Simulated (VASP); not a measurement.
# AlNi (Pm-3m) in VASP: a series of runs

Aim: see how the results for AlNi move with the level of theory and the settings. Levels: r2SCAN, r2SCAN+rVV10. Tasks: relaxation of cell and atoms.

Program: VASP 6.6.1. These are calculated values, not measurements. Logs are shortened: lines on timing, memory, paths and dates and some standing lists are left out, and cuts for length are marked.

## 1. Starting point

The structure is cubic, space group Pm-3m (No. 221). The conventional cell has a = 2.860 Å, b = 2.860 Å, c = 2.860 Å, α = 90.00°, β = 90.00°, γ = 90.00°. Al (site symmetry m-3m) has 8 Ni at 2.48 Å as nearest neighbours. Ni (site symmetry m-3m) has 8 Al at 2.48 Å as nearest neighbours.

The cell comes from a database or a generator and needn't be the stable form of this composition.

## 2. Relaxation of cell and atoms, r2SCAN, collinear spin, ferromagnetic start

INCAR

```
SYSTEM = AlNi
  PREC = Accurate
  ENCUT = 600
  EDIFF = 1E-7
  ISMEAR = 0
  SIGMA = 0.1
  LREAL = .FALSE.
  LASPH = .TRUE.
  NELM = 150
  ALGO = Normal
  ISIF = 3
  LWAVE = .FALSE.
  LCHARG = .FALSE.
  ISPIN = 2
  MAGMOM = 0 1
  LORBIT = 11
  LMAXMIX = 4
  METAGGA = R2SCAN
  LMIXTAU = .TRUE.
  IBRION = 2
  NSW = 90
  EDIFFG = -0.005
```

KPOINTS

```
Automatic mesh
0
G
  14 14 14
  0 0 0
```

POSCAR

```
AlNi
1.0
    2.8597112900      0.0000000000      0.0000000000
    0.0000000000      2.8597112900      0.0000000000
    0.0000000000      0.0000000000      2.8597112900
Al Ni
1 1
Direct
    0.5000000000      0.5000000000      0.5000000000
    0.0000000000      0.0000000000      0.0000000000
```

Potentials or basis: VASP PAW PBE potentials, release 64 (Al, Ni).

Launch:

```bash
$ cat potpaw_PBE.64/Al/POTCAR potpaw_PBE.64/Ni/POTCAR > POTCAR
$ mpirun -np 1 vasp_std > vasp.out
```

OUTCAR:

```text
SYSTEM = AlNi
   PREC = Accurate
   ENCUT = 600
   EDIFF = 1E-7
   ISMEAR = 0
   LREAL = .FALSE.
   LASPH = .TRUE.
   NELM = 150
   ISIF = 3
   ISPIN = 2
   LORBIT = 11
   METAGGA = R2SCAN
   IBRION = 2
   NSW = 90
   EDIFFG = -0.005

 ion  position               nearest neighbor table
   1  0.500  0.500  0.500-   2 2.48   2 2.48   2 2.48   2 2.48   2 2.48   2 2.48   2 2.48   2 2.48

   2  0.000  0.000  0.000-   1 2.48   1 2.48   1 2.48   1 2.48   1 2.48   1 2.48   1 2.48   1 2.48

  LATTYP: Found a simple cubic cell.
 ALAT       =     2.8597112900

  Lattice vectors:

 A1 = (   2.8597112900,   0.0000000000,   0.0000000000)
 A2 = (   0.0000000000,   2.8597112900,   0.0000000000)
 A3 = (   0.0000000000,   0.0000000000,   2.8597112900)

Analysis of symmetry for initial positions (statically):
=====================================================================
 Subroutine PRICEL returns:
 Original cell was already a primitive cell.

 Routine SETGRP: Setting up the symmetry group for a
 simple cubic supercell.

 Subroutine GETGRP returns: Found 48 space group operations
 (whereof 48 operations were pure point group operations)
 out of a pool of 48 trial point group operations.

The static configuration has the point symmetry O_h .

Analysis of symmetry for dynamics (positions and initial velocities):
=====================================================================
 Subroutine PRICEL returns:
 Original cell was already a primitive cell.

 Routine SETGRP: Setting up the symmetry group for a
 simple cubic supercell.

 Subroutine GETGRP returns: Found 48 space group operations
 (whereof 48 operations were pure point group operations)
 out of a pool of 48 trial point group operations.

The dynamic configuration has the point symmetry O_h .

Analysis of structural, dynamic, and magnetic symmetry:
=====================================================================
 Subroutine PRICEL returns:
 Original cell was already a primitive cell.

 Routine SETGRP: Setting up the symmetry group for a
 simple cubic supercell.

 Subroutine GETGRP returns: Found 48 space group operations
 (whereof 48 operations were pure point group operations)
 out of a pool of 48 trial point group operations.

The overall configuration has the point symmetry O_h .

 Subroutine INISYM returns: Found 48 space group operations
 (whereof 48 operations are pure point group operations),
 and found     1 'primitive' translations

----------------------------------------------------------------------------------------

                                     Primitive cell

  volume of cell :      23.3866

  direct lattice vectors                    reciprocal lattice vectors
     2.859711290  0.000000000  0.000000000     0.349685650  0.000000000  0.000000000
     0.000000000  2.859711290  0.000000000     0.000000000  0.349685650  0.000000000
     0.000000000  0.000000000  2.859711290     0.000000000  0.000000000  0.349685650

  length of vectors
     2.859711290  2.859711290  2.859711290     0.349685650  0.349685650  0.349685650

  position of ions in fractional coordinates (direct lattice)
     0.500000000  0.500000000  0.500000000
     0.000000000  0.000000000  0.000000000

  ion indices of the primitive-cell ions
   primitive index   ion index
                 1           1
                 2           2

----------------------------------------------------------------------------------------

 KPOINTS: Automatic mesh

Automatic generation of k-mesh.
 Grid dimensions read from file:
 generate k-points for:   14   14   14

 Generating k-lattice:

  Cartesian coordinates                     Fractional coordinates (reciprocal lattice)
     0.024977546  0.000000000  0.000000000     0.071428571  0.000000000  0.000000000
     0.000000000  0.024977546  0.000000000     0.000000000  0.071428571  0.000000000
     0.000000000  0.000000000  0.024977546     0.000000000  0.000000000  0.071428571

  Length of vectors
     0.024977546  0.024977546  0.024977546

  Shift w.r.t. Gamma in fractional coordinates (k-lattice)
     0.000000000  0.000000000  0.000000000

 Subroutine IBZKPT returns following result:
 ===========================================

 Found    120 irreducible k-points:

 Following reciprocal coordinates:
            Coordinates               Weight
  0.000000  0.000000  0.000000      1.000000
  0.071429  0.000000  0.000000      6.000000
  0.142857  0.000000  0.000000      6.000000
  0.214286  0.000000  0.000000      6.000000
  0.285714  0.000000  0.000000      6.000000
  0.357143  0.000000  0.000000      6.000000
[... 16 lines left out ...]
  0.285714  0.214286  0.000000     24.000000
  0.357143  0.214286  0.000000     24.000000
 [... further k-points ...]
   k-points           NKPTS =    120   k-points in BZ     NKDIM =    120   number of bands    NBANDS=     11
   number of dos      NEDOS =    301   number of ions     NIONS =      2
   total plane-waves  NPLWV =  13824
   dimension x,y,z NGX =    24 NGY =   24 NGZ =   24
   dimension x,y,z NGXF=    48 NGYF=   48 NGZF=   48
   ions per type =               1   1
   NGX,Y,Z   is equivalent  to a cutoff of  13.95, 13.95, 13.95 a.u.
   NGXF,Y,Z  is equivalent  to a cutoff of  27.90, 27.90, 27.90 a.u.
 SYSTEM =  AlNi
   PREC   = accura    normal or accurate (medium, high low for compatibility)
   ISTART =      0    job   : 0-new  1-cont  2-samecut
   ICHARG =      2    charge: 1-file 2-atom 10-const
   ISPIN  =      2    spin polarized calculation?
   LNONCOLLINEAR =      F non collinear calculations
   LSORBIT =      F    spin-orbit coupling
   LASPH  =      T    aspherical Exc in radial PAW
   ENCUT  =  600.0 eV  44.10 Ry    6.64 a.u.   5.71  5.71  5.71*2*pi/ulx,y,z
   NELM   =    150;   NELMIN=  2; NELMDL= -5     # of ELM steps
   EDIFF  = 0.1E-06   stopping-criterion for ELM
   LREAL  =      F    real-space projection
   EDIFFG = -.5E-02   stopping-criterion for IOM
   NSW    =     90    number of steps for IOM
   IBRION =      2    ionic relax: 0-MD 1-quasi-New 2-CG
   NFREE  =      1    steps in history (QN), initial steepest desc. (CG)
   ISIF   =      3    stress and relaxation
   ISYM   =      2    0-nonsym 1-usesym 2-fastsym
   POTIM  = 0.5000    time-step for ionic-motion
   TEBEG  =    0.0;   TEEND  =   0.0 temperature during run
   PSTRESS=    0.0 pullay stress
   NELECT =      13.0000    total number of electrons
   NUPDOWN=      -1.0000    fix difference up-down
   EMIN   =  10.00;   EMAX   =-10.00  energy-range for DOS
   EFERMI =   0.00;   METHOD = LEGACY
   ISMEAR =     0;   SIGMA  =   0.10  broadening in eV -4-tet -1-fermi 0-gaus
   EFERMI_NEDOS =   21; number of points for ismear=-14 and -15
   IALGO  =     38    algorithm
   IMIX   =      4    mixing-type and parameters
     AMIX     =   0.40;   BMIX     =  1.00
     AMIX_MAG =   1.60;   BMIX_MAG =  1.00
  volume/ion in A,a.u.               =      11.69        78.91
  Fermi-wavevector in a.u.,A,eV,Ry     =   1.346068  2.543700 24.652394  1.811900
  Thomas-Fermi vector in A             =   2.473930
   LORBIT       =     11    0 simple, 1 ext, 2 COOP (PROOUT), +10 PAW based schemes
   METAGGA = R2SCAN    functional components
   LHFCALC =     F    Hartree Fock is set to
   AEXX    =    0.0000 exact exchange contribution
   IVDW    =     0    specifies the selected vdW correction
   LEPSILON=     F    determine dielectric tensor
   LRPA    =     F    only Hartree local field effects (RPA)
 conjugate gradient relaxation of ions
 spin polarized calculation
 Gauss-broadening in eV      SIGMA  =   0.10
  energy-cutoff  :      600.00
  volume of cell :       23.39
 maximum number of plane-waves:       804
 NGX is ok and might be reduce to    24
   NGX = 11   NGY = 11   NGZ = 11

--------------------------------------- Ionic step        1  -------------------------------------------

 number of electron      13.0000010 magnetization       0.0001041

 number of electron      13.0000010 magnetization      -0.0000930

 Free energy of the ion-electron system (eV)
  ---------------------------------------------------
  ext. energy  EPLUGINS =         0.00000000
  ---------------------------------------------------
  free energy    TOTEN  =       -20.06889492 eV

  energy without entropy =      -20.06380634  energy(sigma->0) =      -20.06635063

------------------------ aborting loop because EDIFF is reached ----------------------------------------

  FORCE on cell =-STRESS in cart. coord.  units (eV):
  Direction    XX          YY          ZZ          XY          YZ          ZX
  --------------------------------------------------------------------------------------
  -------------------------------------------------------------------------------------
  Total        0.0550628      0.0550628      0.0550628      0.0000000      0.0000000     -0.0000000
  in kB        3.7722655      3.7722655      3.7722655      0.0000000      0.0000000     -0.0000000
  external PRESSURE =       3.7722655 kB  Pullay stress =       0.0000000 kB

 VOLUME and BASIS-vectors are now :
 -----------------------------------------------------------------------------
  energy-cutoff  :      600.00
  volume of cell :       23.39
      direct lattice vectors                 reciprocal lattice vectors
     2.859711290  0.000000000  0.000000000     0.349685650  0.000000000  0.000000000
     0.000000000  2.859711290  0.000000000     0.000000000  0.349685650  0.000000000
     0.000000000  0.000000000  2.859711290     0.000000000  0.000000000  0.349685650
[... 46 lines left out ...]
  FREE ENERGIE OF THE ION-ELECTRON SYSTEM (eV)
  ---------------------------------------------------
  free  energy   TOTEN  =       -20.0688997444 eV

  energy  without entropy=      -20.0638002474  energy(sigma->0) =      -20.06635000

--------------------------------------- Ionic step        3  -------------------------------------------

 number of electron      13.0000011 magnetization      -0.0000000

 number of electron      13.0000011 magnetization       0.0000000

 Free energy of the ion-electron system (eV)
  ---------------------------------------------------
  ext. energy  EPLUGINS =         0.00000000
  ---------------------------------------------------
  free energy    TOTEN  =       -20.06894864 eV

  energy without entropy =      -20.06385449  energy(sigma->0) =      -20.06640157

 E-fermi :  10.1268     XC(G=0): -13.1203

 val. band max:       10.1138696704   @ k =   0.5000   0.5000   0.2857
 cond. band min:      10.1322975655   @ k =   0.3571   0.2143   0.0714
 fundamental gap:      0.0184278951
 Fermi energy:        10.1268457260

 spin component 1

 k-point     1 :       0.0000    0.0000    0.0000
  band No.  band energies     occupation
      1      -1.7113      1.00000
      2       6.7110      1.00000
      3       6.7110      1.00000
      4       8.5111      1.00000
      5       8.5111      1.00000
      6       8.5111      1.00000
      7      16.1402      0.00000
      8      16.1402      0.00000
      9      16.1402      0.00000
     10      18.6188      0.00000
     11      18.6188      0.00000

 k-point     2 :       0.0714    0.0000    0.0000
  band No.  band energies     occupation
      1      -1.6109      1.00000
      2       6.7018      1.00000
      3       6.7355      1.00000
      4       8.4678      1.00000
      5       8.4678      1.00000
      6       8.5156      1.00000
      7      15.0434      0.00000
      8      16.2715      0.00000
      9      16.2715      0.00000
     10      18.6263      0.00000
     11      19.6374      0.00000
[... 295 lines left out ...]
 k-point    24 :       0.3571    0.2143    0.0000
  band No.  band energies     occupation
      1       1.5314      1.00000
      2       5.6272      1.00000
      3       7.1115      1.00000
      4       7.6880      1.00000
      5       7.9492      1.00000
      6       8.3059      1.00000
      7      10.0668      0.80222
      8      14.2029      0.00000
      9      18.4815      0.00000
     10      20.0110      0.00000
     11      22.5911      0.00000

 [... further k-points ...]

 spin component 2

 k-point     1 :       0.0000    0.0000    0.0000
  band No.  band energies     occupation
      1      -1.7113      1.00000
      2       6.7110      1.00000
      3       6.7110      1.00000
      4       8.5111      1.00000
      5       8.5111      1.00000
      6       8.5111      1.00000
      7      16.1402      0.00000
      8      16.1402      0.00000
      9      16.1402      0.00000
     10      18.6188      0.00000
     11      18.6188      0.00000

 k-point     2 :       0.0714    0.0000    0.0000
  band No.  band energies     occupation
      1      -1.6109      1.00000
      2       6.7018      1.00000
      3       6.7355      1.00000
      4       8.4678      1.00000
      5       8.4678      1.00000
      6       8.5156      1.00000
      7      15.0434      0.00000
      8      16.2715      0.00000
      9      16.2715      0.00000
     10      18.6263      0.00000
     11      19.6374      0.00000
[... 330 lines left out ...]
 POSITION                                       TOTAL-FORCE (eV/Angst)
 -----------------------------------------------------------------------------------
      1.43080      1.43080      1.43080         0.000000     -0.000000      0.000000
      0.00000      0.00000      0.00000        -0.000000      0.000000     -0.000000
 -----------------------------------------------------------------------------------
    total drift:                                0.000000      0.000000      0.000000

  FREE ENERGIE OF THE ION-ELECTRON SYSTEM (eV)
  ---------------------------------------------------
  free  energy   TOTEN  =       -20.0689486382 eV

  energy  without entropy=      -20.0638544937  energy(sigma->0) =      -20.06640157

 reached required accuracy - stopping structural energy minimisation

 total charge

# of ion       s       p       d       tot
------------------------------------------
    1        0.383   0.435   0.000   0.818
    2        0.495   0.559   8.494   9.548
--------------------------------------------------
tot          0.878   0.993   8.494  10.366

 magnetization (x)

# of ion       s       p       d       tot
------------------------------------------
    1        0.000   0.000   0.000   0.000
    2       -0.000  -0.000   0.000   0.000
--------------------------------------------------
tot          0.000   0.000   0.000   0.000
```

Run time: 2.9 min. Hardware: 1 thread of Intel Xeon 6975P-C (Granite Rapids), shared host; peak memory 0.21 GiB.

Results:

- Free energy: -20.0689 eV
- Relaxed volume: 11.72 Å³/atom
- Relaxed cell: a = 2.862 Å, b = 2.862 Å, c = 2.862 Å, α = 90.00°, β = 90.00°, γ = 90.00°
- Space group after relaxing (to 0.05 Å): Pm-3m (No. 221)
- Energy gained by relaxing: 0.0 meV/atom
- Ionic steps: 3
- Pressure after relaxing: 0.0 GPa
- Band gap on the k mesh: none (metal or under the smearing width)
- Net moment: 0.00 μB per cell
- Valence electrons inside the program's atomic spheres: Al 0.82; Ni 9.55

Final structure:
```
Al Ni
1.0
     2.86161    0.00000    0.00000
     0.00000    2.86161    0.00000
     0.00000    0.00000    2.86161
Al Ni
1 1
Direct
  0.50000 0.50000 0.50000
  0.00000 0.00000 0.00000
```

Caveat: the PAW data sets were made with another functional, which shifts forces and pressure a little.

(Part 1 of 2 ends here.)
